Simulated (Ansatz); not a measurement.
Set up this calculation in Ansatz 0.2.0, as an ASE script.

- Task: density of states
- Functional: RPBE
- Potentials or basis: Ansatz PAW
- Cutoff: 420 eV
- Density cutoff: 1680 eV
- k mesh: 11 × 11 × 11
- Occupations: methfessel-paxton, width 0.01 eV
- Spin: no spin polarisation
- Driver: chain

The structure of Nb lies in Nb.cif:

```cif
data_Nb
_cell_length_a 2.99106168
_cell_length_b 2.99106168
_cell_length_c 2.99106168
_cell_angle_alpha 60.00000000
_cell_angle_beta 60.00000000
_cell_angle_gamma 60.00000000
_space_group_name_H-M_alt 'P1'
_space_group_name_Hall 'P 1'
_space_group_IT_number 1
loop_
_space_group_symop_operation_xyz
'x,y,z'
loop_
_atom_site_label
_atom_site_type_symbol
_atom_site_symmetry_multiplicity
_atom_site_Wyckoff_symbol
_atom_site_fract_x
_atom_site_fract_y
_atom_site_fract_z
_atom_site_occupancy
Nb1 Nb 1 a 0.0000000000 0.0000000000 0.0000000000 1
```

This isn't the form of Nb at room conditions, which is bcc.

These files were run (other wordings do the same):

run.py

```python
import json

import ase.io
import numpy as np

import ansatz as az

atoms = ase.io.read("Nb.cif")
atoms.info.pop("occupancy", None)

calculation = (
    az.Crystal.from_ase(atoms)
    .calculation()
    .kpoints(11, 11, 11)
    .functional("rpbe")
    .pseudopotentials(kind="paw")
    .scf(extra_bands=6)
    .occupations(method="methfessel_paxton", width=0.01)
    .density_of_states(energy_step=0.05, projected=False, nscf_kmesh=(17, 17, 17))
    .forces()
    .stress()
    .band_table(publish=True)
)
outcome = calculation.run(threads=2, events_out="events.jsonl")

report = outcome.report
for line in open("events.jsonl"):
    event = json.loads(line)
    if event["event"] == "scf_iter":
        d = event["data"]
        print(f"SCF {d['iter']:3d}  HF = {d['harris_foulkes_ev']:.6f} eV  dr2 = {d['dr2_ev']:.2e} eV")
    elif event["event"] in ("relax_step", "md_step"):
        d = event["data"]
        print(f"{event['event']} {d['step']:3d}  E = {d['lagrangian_ev']:.6f} eV")
np.set_printoptions(precision=5, suppress=True, linewidth=110)
print("converged:", report["converged"], "after", report["n_iterations"], "iterations")
print(f"free energy {report['free_energy_ev']:.6f} eV, Fermi level {report['fermi_energy_ev']:.4f} eV")
for key in ("band_edges_ev", "magnetization_mub", "site_moments_mub", "site_moments_nc_mub", "forces_ev_ang",
                "stress_gpa"):
    if report.get(key) is not None:
        print(key, np.array(report[key]), sep="\n")
```

Potentials or basis: Ansatz PAW.

Launch:

```sh
$ python run.py
```

It gave:

```json
{
 "Pressure": "0.8 GPa",
 "Band gap on the k mesh": "none (metal or under the smearing width)",
 "Density of states at the Fermi level": "1.44 states/eV per cell"
}
```

Caveat: the potentials were made for another functional, which shifts forces and pressure.

Wall time 2.1 s on 2 threads of Arm Neoverse V1 (shared host), peak memory 0.39 GiB.
